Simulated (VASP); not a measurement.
An input for Ansatz (written as the equivalent of a VASP run, and not itself run):

Ansatz 0.2 input:
```yaml
crystal:
  lattice:
    - [2.7137980, 0.0000000, 0.0000000]
    - [-1.3568990, 2.3502184, 0.0000000]
    - [0.0000000, 0.0000000, 4.4051854]
  atoms:
    - { symbol: Be, position: [0.3333330, 0.6666670, 0.0000442] }
    - { symbol: Be, position: [0.6666670, 0.3333330, 0.5000442] }
    - { symbol: O, position: [0.3333330, 0.6666670, 0.3779558] }
    - { symbol: O, position: [0.6666670, 0.3333330, 0.8779558] }
kpoints:
  mp_grid: { grid: [8, 8, 5] }
hamiltonian:
  xc: pbe
  pseudopotentials: { kind: paw }
scf:
  occupations: { method: gaussian, width: 0.05 }
  max_iter: 100
relax:
  max_steps: 60
  f_tol: 0.02
  cell: {}
output: { forces: true, stress: true, eigenvalues: true }
```

Question: Write the VASP files for the same calculation (PBE).

Answer: Several could match; the one computed here: 
**INCAR**
```
! general
SYSTEM = BeO
PREC   = Accurate
ENCUT  = 530
LREAL  = .False.
LASPH  = .True.

! electronic loop
EDIFF  = 1E-6
NELM   = 100
ALGO   = Normal

! smearing
ISMEAR = 0
SIGMA  = 0.05

! functional
GGA    = PE

! ions
IBRION = 2
NSW    = 60
ISIF   = 3
EDIFFG = -0.02

! output
LWAVE  = .False.
LCHARG = .False.
```

### POSCAR
```
BeO
1.0
  2.7137980290   0.0000000000   0.0000000000
 -1.3568990145   2.3502184500   0.0000000000
  0.0000000000   0.0000000000   4.4051854161
Be O
2 2
Direct
  0.3333330000   0.6666670000   0.0000441955
  0.6666670000   0.3333330000   0.5000441955
  0.3333330000   0.6666670000   0.3779558045
  0.6666670000   0.3333330000   0.8779558045
```

**KPOINTS**
```
kpoints
0
gamma
 8 8 5
```

POTCAR, in this order: Be O (PBE.64 set). Program: vasp_std.

The two are equivalent in intent, not identical: each code has its own PAW files, so the cut-off isn't converted (ENCUT is set for VASP's; basis.ecutwfc is left out, and Ansatz then takes the one that its files recommend); Ansatz stops its SCF on the density residual and VASP on the energy change (EDIFF).

The compound is BeO in the wurtzite structure. It was relaxed first. The start is the result of an earlier pass.
